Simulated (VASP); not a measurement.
# Si (Fd-3m) in VASP: notebook, part 2 of 2

VASP 6.6.1.

### Step 3. Relaxation of cell and atoms, PBE+D3(BJ)

This run uses another cell than the first one, of 20.02 Å³/atom, 1.005 times its volume.

The input, INCAR:

```
ALGO = Normal
EDIFF = 1E-7
EDIFFG = -0.005
ENCUT = 600
GGA = PE
IBRION = 2
ISIF = 3
ISMEAR = 0
IVDW = 12
LASPH = T
LCHARG = F
LREAL = F
LWAVE = F
NELM = 100
NSW = 100
PREC = Accurate
SIGMA = 0.02
```

The input, KPOINTS:

```
k-points
0
Gamma
  10 10 10
```

The input, POSCAR:

```
Si
1.0
    0.0000000000      2.7154700000      2.7154700000
    2.7154700000      0.0000000000      2.7154700000
    2.7154700000      2.7154700000      0.0000000000
Si
2
Direct
    0.5000000000      0.5000000000      0.5000000000
    0.7500000000      0.7500000000      0.7500000000
```

Potentials or basis: VASP PAW PBE potentials, release 64 (Si).

On the command line:

```console
cat potpaw_PBE.64/Si/POTCAR > POTCAR
mpirun -np 1 vasp_std > vasp.out
```

OUTCAR:

```text
EDIFF = 1E-7
   EDIFFG = -0.005
   ENCUT = 600
   GGA = PE
   IBRION = 2
   ISIF = 3
   ISMEAR = 0
   IVDW = 12
   LASPH = T
   LREAL = F
   NELM = 100
   NSW = 100
   PREC = Accurate
 IVDW          = 12

 ion  position               nearest neighbor table
   1  0.500  0.500  0.500-   2 2.35   2 2.35   2 2.35   2 2.35
   2  0.750  0.750  0.750-   1 2.35   1 2.35   1 2.35   1 2.35

  LATTYP: Found a face centered cubic cell.
 ALAT       =     5.4309400000

  Lattice vectors:

 A1 = (   0.0000000000,   2.7154700000,   2.7154700000)
 A2 = (   2.7154700000,   0.0000000000,   2.7154700000)
 A3 = (   2.7154700000,   2.7154700000,   0.0000000000)

Analysis of symmetry for initial positions (statically):
=====================================================================
 Subroutine PRICEL returns:
 Original cell was already a primitive cell.

 Routine SETGRP: Setting up the symmetry group for a
 face centered cubic supercell.

 Subroutine GETGRP returns: Found 48 space group operations
 (whereof 24 operations were pure point group operations)
 out of a pool of 48 trial point group operations.

The static configuration has the point symmetry T_d .
 The point group associated with its full space group is O_h .

Analysis of symmetry for dynamics (positions and initial velocities):
=====================================================================
 Subroutine PRICEL returns:
 Original cell was already a primitive cell.

 Routine SETGRP: Setting up the symmetry group for a
 face centered cubic supercell.

 Subroutine GETGRP returns: Found 48 space group operations
 (whereof 24 operations were pure point group operations)
 out of a pool of 48 trial point group operations.

The dynamic configuration has the point symmetry T_d .
 The point group associated with its full space group is O_h .

 Subroutine INISYM returns: Found 48 space group operations
 (whereof 24 operations are pure point group operations),
 and found     1 'primitive' translations

----------------------------------------------------------------------------------------

[... 104 lines left out ...]
   NUPDOWN=      -1.0000    fix difference up-down
   EMIN   =  10.00;   EMAX   =-10.00  energy-range for DOS
   EFERMI =   0.00;   METHOD = LEGACY
   ISMEAR =     0;   SIGMA  =   0.02  broadening in eV -4-tet -1-fermi 0-gaus
   EFERMI_NEDOS =   21; number of points for ismear=-14 and -15
   IALGO  =     38    algorithm
   IMIX   =      4    mixing-type and parameters
     AMIX     =   0.40;   BMIX     =  1.00
     AMIX_MAG =   1.60;   BMIX_MAG =  1.00
  volume/ion in A,a.u.               =      20.02       135.12
  Fermi-wavevector in a.u.,A,eV,Ry     =   0.957010  1.808487 12.461143  0.915868
  Thomas-Fermi vector in A             =   2.085990
   LORBIT       =      0    0 simple, 1 ext, 2 COOP (PROOUT), +10 PAW based schemes
   GGA     = PE    functional components
   LHFCALC =     F    Hartree Fock is set to
   AEXX    =    0.0000 exact exchange contribution
   IVDW    =    12    specifies the selected vdW correction
   LEPSILON=     F    determine dielectric tensor
   LRPA    =     F    only Hartree local field effects (RPA)
 conjugate gradient relaxation of ions
 non-spin polarized calculation
 Gauss-broadening in eV      SIGMA  =   0.02
  energy-cutoff  :      600.00
  volume of cell :       40.05
 maximum number of plane-waves:      1363
   NGX = 15   NGY = 15   NGZ = 15

--------------------------------------- Ionic step        1  -------------------------------------------

 number of electron       7.9999999 magnetization

 Free energy of the ion-electron system (eV)
  ---------------------------------------------------
  ext. energy  EPLUGINS =         0.00000000
  ---------------------------------------------------
  free energy    TOTEN  =       -10.84433419 eV

  energy without entropy =      -10.84433419  energy(sigma->0) =      -10.84433419

------------------------ aborting loop because EDIFF is reached ----------------------------------------

 Edisp (eV)   -0.62823

 E8    (eV) :    -0.2605
[... 71 lines left out ...]
--------------------------------------- Ionic step        3  -------------------------------------------

 number of electron       7.9999999 magnetization

 Free energy of the ion-electron system (eV)
  ---------------------------------------------------
  ext. energy  EPLUGINS =         0.00000000
  ---------------------------------------------------
  free energy    TOTEN  =       -10.84092857 eV

  energy without entropy =      -10.84092857  energy(sigma->0) =      -10.84092857

 E-fermi :   6.0305     XC(G=0):  -9.4324

 val. band max:        5.8867853067   @ k =   0.0000   0.0000   0.0000
 cond. band min:       6.4580945028   @ k =   0.4000   0.4000   0.0000
 fundamental gap:      0.5713091962
 Fermi energy:         6.0304505183

 k-point     1 :       0.0000    0.0000    0.0000
  band No.  band energies     occupation
      1      -6.1119      2.00000
      2       5.8868      2.00000
      3       5.8868      2.00000
      4       5.8868      2.00000
      5       8.4549      0.00000
      6       8.4549      0.00000
      7       8.4549      0.00000
      8       9.3301      0.00000
[... 243 lines left out ...]
 k-point    24 :       0.4000    0.3000    0.0000
  band No.  band energies     occupation
      1      -3.9381      2.00000
      2       0.4616      2.00000
      3       3.0166      2.00000
      4       3.4415      2.00000
      5       6.9305      0.00000
      6       8.1262      0.00000
      7      12.8735      0.00000
      8      12.9806      0.00000

 [... further k-points ...]

------------------------ aborting loop because EDIFF is reached ----------------------------------------

 Edisp (eV)   -0.63206

 E8    (eV) :    -0.2621
[... 25 lines left out ...]
  FREE ENERGIE OF THE ION-ELECTRON SYSTEM (eV)
  ---------------------------------------------------
  free  energy   TOTEN  =       -11.4729915382 eV

  energy  without entropy=      -11.4729915382  energy(sigma->0) =      -11.47299154

 reached required accuracy - stopping structural energy minimisation
```

OSZICAR:

```text
N       E                     dE             d eps       ncg     rms          rms(c)
DAV:   1     0.116004191894E+02    0.11600E+02   -0.37414E+03   752   0.911E+02
DAV:   2    -0.107210615782E+02   -0.22321E+02   -0.21493E+02  1112   0.911E+01
DAV:   3    -0.110232900348E+02   -0.30223E+00   -0.30223E+00   984   0.137E+01
DAV:   4    -0.110244750982E+02   -0.11851E-02   -0.11851E-02  1168   0.993E-01
[... 21 lines left out ...]
DAV:   2    -0.108409593891E+02    0.53460E-04   -0.45085E-05  1032   0.474E-02    0.330E-02
DAV:   3    -0.108409296232E+02    0.29766E-04   -0.57181E-05   888   0.388E-02    0.107E-02
DAV:   4    -0.108409294561E+02    0.16706E-06   -0.58383E-07  1016   0.697E-03    0.932E-03
DAV:   5    -0.108409285245E+02    0.93162E-06   -0.14245E-07   880   0.285E-03    0.192E-03
DAV:   6    -0.108409285657E+02   -0.41185E-07   -0.15265E-09   472   0.398E-04
   3 F= -.11472992E+02 E0= -.11472992E+02  d E =-.423631E-03
```

Run time: 21 s. Hardware: 1 thread of AMD EPYC 9R14 (Zen 4), shared host; peak memory 0.15 GiB.

Results:

```
Free energy                            : -11.4730 eV
Relaxed volume                         : 19.90 Å³/atom
Relaxed cell                           : a = 3.832 Å, b = 3.832 Å, c = 3.832 Å, α = 60.00°, β = 60.00°, γ = 60.00°
Space group after relaxing (to 0.05 Å) : Fd-3m (No. 227)
Energy gained by relaxing              : 0.2 meV/atom
Ionic steps                            : 3
Pressure after relaxing                : 0.0 GPa
Band gap on the k mesh                 : 0.57 eV, indirect (least direct gap 2.57 eV)
Dispersion energy per atom             : -0.316 eV
```

The path:
```tsv
step	energy change (eV)	largest force (eV/Å)	pressure (GPa)	volume (Å³)
1	0.0000	0.0000	-0.55	40.05
2	-0.0003	0.0000	0.36	39.65
3	-0.0004	0.0000	0.01	39.80
```

Final structure:
```
Si
1.0
     0.00000    2.70993    2.70993
     2.70993    0.00000    2.70993
     2.70993    2.70993    0.00000
Si
2
Direct
  0.50000 0.50000 0.50000
  0.75000 0.75000 0.75000
```

Levels at points of the mesh, in eV from the valence-band top:
| k point | band 1 | band 2 | band 3 | band 4 | band 5 | band 6 | band 7 | band 8 |
| --- | --- | --- | --- | --- | --- | --- | --- | --- |
| (0.00, 0.00, 0.00) | -12.00 | 0.00 | 0.00 | 0.00 | 2.57 | 2.57 | 2.57 | 3.44 |
| (0.50, 0.00, 0.00) | -9.65 | -6.99 | -1.20 | -1.20 | 1.56 | 3.34 | 3.34 | 7.74 |
| (0.50, 0.50, 0.00) | -7.83 | -7.83 | -2.86 | -2.86 | 0.70 | 0.70 | 10.17 | 10.17 |

### Step 4. Single point, PBE+D3(BJ) (clean slab, lower half held)

The input, INCAR:

```
PREC     = Accurate       # precision mode
ENCUT    = 520            # plane-wave cutoff, eV
EDIFF    = 1E-6           # SCF threshold, eV
ISMEAR   = 0              # smearing method
SIGMA    = 0.05           # smearing width, eV
LREAL    = Auto         
LASPH    = True           # aspherical terms in the spheres
NELM     = 100            # most SCF steps
ALGO     = Fast           # electronic algorithm
ISIF     = 2              # what is computed and relaxed
LWAVE    = False          # write WAVECAR
LCHARG   = True           # write CHGCAR
LDIPOL   = True         
IDIPOL   = 3            
DIPOL    = 0.5 0.5 0.500
GGA      = PE             # functional
IVDW     = 12             # dispersion correction
LELF     = True           # ELF
LVHAR    = True         
LVACPOTAV= True         
NBANDS   = 66             # bands
```

The input, KPOINTS:

```
regular mesh
0
Gamma
  6 6 1
```

The input, POSCAR:

```
Si
1.0
    7.6671877233      0.0000000000      0.0000000000
   -3.8335938617      6.6399793440      0.0000000000
    0.0000000000      0.0000000000     24.0427616316
Si
24
Direct
    0.6666666667      0.3333333333      0.3535367580
    0.6666666667      0.8333333333      0.3535367580
    0.1666666667      0.3333333333      0.3535367580
    0.1666666667      0.8333333333      0.3535367580
    0.5000000000      0.5000000000      0.3860841451
    0.5000000000      0.0000000000      0.3860841451
    0.0000000000      0.5000000000      0.3860841451
    0.0000000000      0.0000000000      0.3860841451
    0.0000000000      0.5000000000      0.4837263064
    0.0000000000      0.0000000000      0.4837263064
    0.5000000000      0.5000000000      0.4837263064
    0.5000000000      0.0000000000      0.4837263064
    0.8333333333      0.6666666667      0.5153215709
    0.8333333333      0.1666666667      0.5153215709
    0.3333333333      0.6666666667      0.5153215709
    0.3333333333      0.1666666667      0.5153215709
    0.3333333333      0.6666666667      0.6152882590
    0.3333333333      0.1666666667      0.6152882590
    0.8333333333      0.6666666667      0.6152882590
    0.8333333333      0.1666666667      0.6152882590
    0.1666666667      0.8333333333      0.6436464768
    0.1666666667      0.3333333333      0.6436464768
    0.6666666667      0.8333333333      0.6436464768
    0.6666666667      0.3333333333      0.6436464768
```

On the command line:

```console
cat potpaw_PBE.64/Si/POTCAR > POTCAR
mpirun -np 1 vasp_std > vasp.out
```

It took 18 min on 1 thread of AMD EPYC 9R14 (Zen 4), shared host; peak memory 1.3 GiB.

Results (log left out):

| Item | Value |
| --- | --- |
| Free energy | -127.0646 eV |
| Largest force | 0.756 eV/Å |
| Band gap on the k mesh | none (metal or under the smearing width) |
| Dispersion energy per atom | -0.274 eV |
| Work function of the upper face | 4.79 eV |
| Work function of the lower face | 4.91 eV |

Forces in eV/Å, atoms in the order of the input:
```
Si   0.000  0.000  0.454
Si   0.000  0.000  0.454
Si   0.000  0.000  0.454
Si   0.000  0.000  0.454
Si   0.000  0.000 -0.756
Si   0.000  0.000 -0.756
Si   0.000  0.000 -0.756
Si   0.000  0.000 -0.756
Si   0.000  0.000  0.324
Si   0.000  0.000  0.324
Si   0.000  0.000  0.324
Si   0.000  0.000  0.324
Si   0.000  0.000  0.004
Si   0.000  0.000  0.004
Si   0.000  0.000  0.004
Si   0.000  0.000  0.004
Si   0.000  0.000 -0.001
Si   0.000  0.000 -0.001
Si   0.000  0.000 -0.001
Si   0.000  0.000 -0.001
Si   0.000  0.000 -0.024
Si   0.000  0.000 -0.024
Si   0.000  0.000 -0.024
Si   0.000  0.000 -0.024
```

Levels at points of the mesh, in eV from the Fermi level:
| k point | band 44 | band 45 | band 46 | band 47 | band 48 | band 49 | band 50 | band 51 | band 52 | band 53 |
| --- | --- | --- | --- | --- | --- | --- | --- | --- | --- | --- |
| (0.00, 0.00, 0.00) | -0.45 | -0.45 | -0.45 | -0.12 | -0.12 | 0.10 | 0.10 | 0.10 | 0.97 | 0.99 |
| (0.50, 0.00, 0.00) | -0.86 | -0.18 | -0.18 | -0.09 | -0.09 | 0.06 | 0.06 | 0.39 | 0.39 | 1.71 |

### Step 5. Summary

```csv
task,cell,k mesh,cutoff (eV),smearing,dipole correction,gap on the mesh (eV),pressure (GPa)
single point,"Fd-3m, 19.92 Å³/atom",10 × 10 × 10,520,gaussian 0.02 eV,no,0.57,-0.1
relaxation of cell and atoms,relaxed,10 × 10 × 10,600,gaussian 0.02 eV,no,0.57,0.0
single point,"clean slab, lower half held",6 × 6 × 1,520,gaussian 0.05 eV,yes,none,-
```

Alike in all rows: level PBE+D3(BJ); potentials or basis VASP PAW PBE potentials, release 64 (Si); no spin polarisation.

Absolute energies hang on the potentials; compare differences alone.
